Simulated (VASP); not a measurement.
# Y (Im-3m) in VASP: notebook

The runs below take Y through single point, with PBE.

Program: VASP 6.6.1. These are calculated values, not measurements. Logs are shortened: lines on timing, memory, paths and dates and some standing lists are left out, and cuts for length are marked.

**1. Starting point**

The structure is cubic, space group Im-3m (No. 229). Conventional cell: a = 4.044 Å, b = 4.044 Å, c = 4.044 Å, α = 90.00°, β = 90.00°, γ = 90.00°. Y (site symmetry m-3m) is surrounded by 8 Y at 3.50 Å.

The cell was built by a generator and needn't be a form met in nature.

**2. Single point, PBE**

INCAR reads:

```
PREC = Accurate
ENCUT = 520
EDIFF = 1E-6
ISMEAR = 0
SIGMA = 0.05
LREAL = False
LASPH = True
NELM = 100
ALGO = Normal
ISIF = 2
LWAVE = False
LCHARG = True
GGA = PE
LELF = True
LVHAR = True
NBANDS = 12
```

KPOINTS reads:

```
Automatic mesh
0
Gamma
  8 8 8
```

POSCAR reads:

```
Y
1.0
   -2.0222362337      2.0222362337      2.0222362337
    2.0222362337     -2.0222362337      2.0222362337
    2.0222362337      2.0222362337     -2.0222362337
Y
1
Direct
    0.0000000000      0.0000000000      0.0000000000
```

Potentials or basis: VASP PAW PBE potentials, release 64 (Y_sv).

The run is started by

```console
cat potpaw_PBE.64/Y_sv/POTCAR > POTCAR
mpirun -np 1 vasp_std > vasp.out
```

OUTCAR:

```text
PREC = Accurate
   ENCUT = 520
   EDIFF = 1E-6
   ISMEAR = 0
   LREAL = False
   LASPH = True
   NELM = 100
   ISIF = 2
   GGA = PE

 ion  position               nearest neighbor table
   1  0.000  0.000  0.000-

  LATTYP: Found a body centered cubic cell.
 ALAT       =     4.0444724674

  Lattice vectors:

 A1 = (  -2.0222362337,   2.0222362337,   2.0222362337)
 A2 = (   2.0222362337,  -2.0222362337,   2.0222362337)
 A3 = (   2.0222362337,   2.0222362337,  -2.0222362337)

Analysis of symmetry for initial positions (statically):
=====================================================================
 Subroutine PRICEL returns:
 Original cell was already a primitive cell.

 Routine SETGRP: Setting up the symmetry group for a
 body centered cubic supercell.

 Subroutine GETGRP returns: Found 48 space group operations
 (whereof 48 operations were pure point group operations)
 out of a pool of 48 trial point group operations.

The static configuration has the point symmetry O_h .

Analysis of symmetry for dynamics (positions and initial velocities):
=====================================================================
 Subroutine PRICEL returns:
 Original cell was already a primitive cell.

 Routine SETGRP: Setting up the symmetry group for a
 body centered cubic supercell.

 Subroutine GETGRP returns: Found 48 space group operations
 (whereof 48 operations were pure point group operations)
 out of a pool of 48 trial point group operations.

The dynamic configuration has the point symmetry O_h .

 Subroutine INISYM returns: Found 48 space group operations
 (whereof 48 operations are pure point group operations),
 and found     1 'primitive' translations

----------------------------------------------------------------------------------------

                                     Primitive cell

  volume of cell :      33.0792

  direct lattice vectors                    reciprocal lattice vectors
    -2.022236234  2.022236234  2.022236234     0.000000000  0.247251034  0.247251034
     2.022236234 -2.022236234  2.022236234     0.247251034  0.000000000  0.247251034
     2.022236234  2.022236234 -2.022236234     0.247251034  0.247251034  0.000000000

  length of vectors
     3.502615902  3.502615902  3.502615902     0.349665766  0.349665766  0.349665766

  position of ions in fractional coordinates (direct lattice)
     0.000000000  0.000000000  0.000000000

  ion indices of the primitive-cell ions
   primitive index   ion index
                 1           1

----------------------------------------------------------------------------------------

 KPOINTS: Automatic mesh

Automatic generation of k-mesh.
 Grid dimensions read from file:
 generate k-points for:    8    8    8

 Generating k-lattice:

  Cartesian coordinates                     Fractional coordinates (reciprocal lattice)
     0.000000000  0.030906379  0.030906379     0.125000000  0.000000000  0.000000000
     0.030906379  0.000000000  0.030906379     0.000000000  0.125000000  0.000000000
     0.030906379  0.030906379  0.000000000     0.000000000  0.000000000  0.125000000

  Length of vectors
     0.043708221  0.043708221  0.043708221

  Shift w.r.t. Gamma in fractional coordinates (k-lattice)
     0.000000000  0.000000000  0.000000000

 Subroutine IBZKPT returns following result:
 ===========================================

 Found     29 irreducible k-points:

 Following reciprocal coordinates:
            Coordinates               Weight
  0.000000  0.000000  0.000000      1.000000
  0.125000  0.000000  0.000000     12.000000
  0.250000  0.000000  0.000000     12.000000
  0.375000  0.000000  0.000000     12.000000
  0.500000  0.000000  0.000000      6.000000
  0.125000  0.125000  0.000000     24.000000
[... 16 lines left out ...]
 -0.250000  0.250000  0.250000      6.000000
 -0.375000  0.375000  0.250000     24.000000
 [... further k-points ...]
   k-points           NKPTS =     29   k-points in BZ     NKDIM =     29   number of bands    NBANDS=     12
   number of dos      NEDOS =    301   number of ions     NIONS =      1
   total plane-waves  NPLWV =  21952
   dimension x,y,z NGX =    28 NGY =   28 NGZ =   28
   dimension x,y,z NGXF=    56 NGYF=   56 NGZF=   56
   ions per type =               1
   NGX,Y,Z   is equivalent  to a cutoff of  13.29, 13.29, 13.29 a.u.
   NGXF,Y,Z  is equivalent  to a cutoff of  26.58, 26.58, 26.58 a.u.
 SYSTEM =  unknown system
   PREC   = accura    normal or accurate (medium, high low for compatibility)
   ISTART =      0    job   : 0-new  1-cont  2-samecut
   ICHARG =      2    charge: 1-file 2-atom 10-const
   ISPIN  =      1    spin polarized calculation?
   LNONCOLLINEAR =      F non collinear calculations
   LSORBIT =      F    spin-orbit coupling
   LASPH  =      T    aspherical Exc in radial PAW
   ENCUT  =  520.0 eV  38.22 Ry    6.18 a.u.   6.51  6.51  6.51*2*pi/ulx,y,z
   NELM   =    100;   NELMIN=  2; NELMDL= -5     # of ELM steps
   EDIFF  = 0.1E-05   stopping-criterion for ELM
   LREAL  =      F    real-space projection
   EDIFFG = 0.1E-04   stopping-criterion for IOM
   NSW    =      0    number of steps for IOM
   IBRION =     -1    ionic relax: 0-MD 1-quasi-New 2-CG
   NFREE  =      0    steps in history (QN), initial steepest desc. (CG)
   ISIF   =      2    stress and relaxation
   ISYM   =      2    0-nonsym 1-usesym 2-fastsym
   POTIM  = 0.5000    time-step for ionic-motion
   TEBEG  =    0.0;   TEEND  =   0.0 temperature during run
   PSTRESS=    0.0 pullay stress
   NELECT =      11.0000    total number of electrons
   NUPDOWN=      -1.0000    fix difference up-down
   EMIN   =  10.00;   EMAX   =-10.00  energy-range for DOS
   EFERMI =   0.00;   METHOD = LEGACY
   ISMEAR =     0;   SIGMA  =   0.05  broadening in eV -4-tet -1-fermi 0-gaus
   EFERMI_NEDOS =   21; number of points for ismear=-14 and -15
   IALGO  =     38    algorithm
   IMIX   =      4    mixing-type and parameters
     AMIX     =   0.40;   BMIX     =  1.00
     AMIX_MAG =   1.60;   BMIX_MAG =  1.00
  volume/ion in A,a.u.               =      33.08       223.23
  Fermi-wavevector in a.u.,A,eV,Ry     =   1.134194  2.143315 17.502467  1.286395
  Thomas-Fermi vector in A             =   2.270897
   LORBIT       =      0    0 simple, 1 ext, 2 COOP (PROOUT), +10 PAW based schemes
   GGA     = PE    functional components
   LHFCALC =     F    Hartree Fock is set to
   AEXX    =    0.0000 exact exchange contribution
   IVDW    =     0    specifies the selected vdW correction
   LEPSILON=     F    determine dielectric tensor
   LRPA    =     F    only Hartree local field effects (RPA)
 non-spin polarized calculation
 Gauss-broadening in eV      SIGMA  =   0.05
  energy-cutoff  :      520.00
  volume of cell :       33.08
 maximum number of plane-waves:       935
 NGX is ok and might be reduce to    28
   NGX = 13   NGY = 13   NGZ = 13

 number of electron      11.0000000 magnetization

 Free energy of the ion-electron system (eV)
  ---------------------------------------------------
  ext. energy  EPLUGINS =         0.00000000
  ---------------------------------------------------
  free energy    TOTEN  =        -6.30853044 eV

  energy without entropy =       -6.30439676  energy(sigma->0) =       -6.30646360

 E-fermi :   3.1101     XC(G=0):  -9.4028

 val. band max:        3.0960687908   @ k =  -0.3750  -0.3750   0.1250
 cond. band min:       3.1429951523   @ k =   0.2500   0.1250   0.1250
 fundamental gap:      0.0469263615
 Fermi energy:         3.1101270968

 k-point     1 :       0.0000    0.0000    0.0000
  band No.  band energies     occupation
      1     -39.7744      2.00000
      2     -19.4753      2.00000
      3     -19.4753      2.00000
      4     -19.4753      2.00000
      5      -1.7009      2.00000
      6       4.7565      0.00000
      7       4.7565      0.00000
      8       4.7565      0.00000
      9       6.6578      0.00000
     10       6.6578      0.00000
     11      13.3277      0.00000
     12      13.3277      0.00000

 k-point     2 :       0.1250    0.0000    0.0000
  band No.  band energies     occupation
      1     -39.7649      2.00000
      2     -19.5576      2.00000
      3     -19.5010      2.00000
      4     -19.4757      2.00000
      5      -1.3046      2.00000
      6       4.4801      0.00000
      7       4.5842      0.00000
      8       5.1422      0.00000
      9       6.3257      0.00000
     10       6.6578      0.00000
     11      13.6332      0.00000
     12      14.0753      0.00000

 k-point     3 :       0.2500    0.0000    0.0000
  band No.  band energies     occupation
      1     -39.7419      2.00000
      2     -19.7502      2.00000
      3     -19.5625      2.00000
      4     -19.4766      2.00000
      5      -0.2768      2.00000
      6       3.9182      0.00000
      7       3.9277      0.00000
      8       6.2427      0.00000
      9       6.3148      0.00000
     10       6.7547      0.00000
     11      13.2647      0.00000
     12      13.9572      0.00000
[... 286 lines left out ...]
 k-point    23 :      -0.2500    0.2500    0.2500
  band No.  band energies     occupation
      1     -39.7138      2.00000
      2     -19.7601      2.00000
      3     -19.6570      2.00000
      4     -19.6570      2.00000
      5       0.8977      2.00000
      6       3.4977      0.00000
      7       4.8421      0.00000
      8       4.8421      0.00000
      9       6.2190      0.00000
     10       7.1850      0.00000
     11      12.8608      0.00000
     12      15.3214      0.00000

 k-point    24 :      -0.3750    0.3750    0.2500
  band No.  band energies     occupation
      1     -39.6938      2.00000
      2     -19.8727      2.00000
      3     -19.7224      2.00000
      4     -19.6726      2.00000
      5       1.7438      2.00000
      6       2.7249      2.00000
      7       4.8508      0.00000
      8       5.2125      0.00000
      9       7.2066      0.00000
     10       7.4771      0.00000
     11      12.1959      0.00000
     12      13.3987      0.00000

 [... further k-points ...]

------------------------ aborting loop because EDIFF is reached ----------------------------------------

  FORCE on cell =-STRESS in cart. coord.  units (eV):
  Direction    XX          YY          ZZ          XY          YZ          ZX
  --------------------------------------------------------------------------------------
  -------------------------------------------------------------------------------------
  Total       -0.0374039     -0.0374039     -0.0374039     -0.0000000     -0.0000000      0.0000000
  in kB       -1.8116415     -1.8116415     -1.8116415     -0.0000000     -0.0000000      0.0000000
  external PRESSURE =      -1.8116415 kB  Pullay stress =       0.0000000 kB

 VOLUME and BASIS-vectors are now :
 -----------------------------------------------------------------------------
  energy-cutoff  :      520.00
  volume of cell :       33.08
      direct lattice vectors                 reciprocal lattice vectors
    -2.022236234  2.022236234  2.022236234     0.000000000  0.247251034  0.247251034
     2.022236234 -2.022236234  2.022236234     0.247251034  0.000000000  0.247251034
     2.022236234  2.022236234 -2.022236234     0.247251034  0.247251034  0.000000000

 POSITION                                       TOTAL-FORCE (eV/Angst)
 -----------------------------------------------------------------------------------
      0.00000      0.00000      0.00000         0.000000     -0.000000      0.000000
 -----------------------------------------------------------------------------------
    total drift:                               -0.000000     -0.000000     -0.000000

  FREE ENERGIE OF THE ION-ELECTRON SYSTEM (eV)
  ---------------------------------------------------
  free  energy   TOTEN  =        -6.3085304434 eV

  energy  without entropy=       -6.3043967596  energy(sigma->0) =       -6.30646360
```

Run time: 11 s. Hardware: 1 thread of Intel Xeon Platinum 8488C (Sapphire Rapids), shared host; peak memory 0.17 GiB.

Results:

```
Free energy            : -6.3085 eV
Pressure               : -0.2 GPa
Band gap on the k mesh : none (metal or under the smearing width)
```

**3. Single point, PBE, non-collinear spin, zero start, spin-orbit coupling**

This run uses another cell than the first one, of 32.95 Å³/atom, 0.996 times its volume.

INCAR reads:

```
PREC = Accurate
ENCUT = 520
EDIFF = 1E-6
ISMEAR = 0
SIGMA = 0.05
LREAL = F
LASPH = T
NELM = 150
ALGO = Normal
ISIF = 2
LWAVE = F
LCHARG = F
LNONCOLLINEAR = T
MAGMOM = 0 0 0
LORBIT = 11
LSORBIT = T
GGA_COMPAT = F
LORBMOM = T
LMAXMIX = 4
GGA = PE
NBANDS = 22
```

KPOINTS reads:

```
regular mesh
0
Gamma
  14 14 14
```

POSCAR reads:

```
Y
1.0
   -2.0195363156      2.0195363156      2.0195363156
    2.0195363156     -2.0195363156      2.0195363156
    2.0195363156      2.0195363156     -2.0195363156
Y
1
Direct
    0.0000000000      0.0000000000      0.0000000000
```

Potentials or basis: VASP PAW PBE potentials, release 64 (Y_sv).

The run is started by

```console
cat potpaw_PBE.64/Y_sv/POTCAR > POTCAR
mpirun -np 1 vasp_ncl > vasp.out
```

Run time: 2.6 min. Hardware: 1 thread of Intel Xeon Platinum 8488C (Sapphire Rapids), shared host; peak memory 0.33 GiB.

Results (log left out):

| Property | Result |
| --- | --- |
| Free energy | -6.3601 eV |
| Pressure | -0.1 GPa |
| Net moment | 0.00 μB per cell |
| Valence electrons inside the program's atomic spheres | Y 9.42 |

Moments on the atoms (μB; x, y, z):
```
Y   0.00 0.00 0.00
```
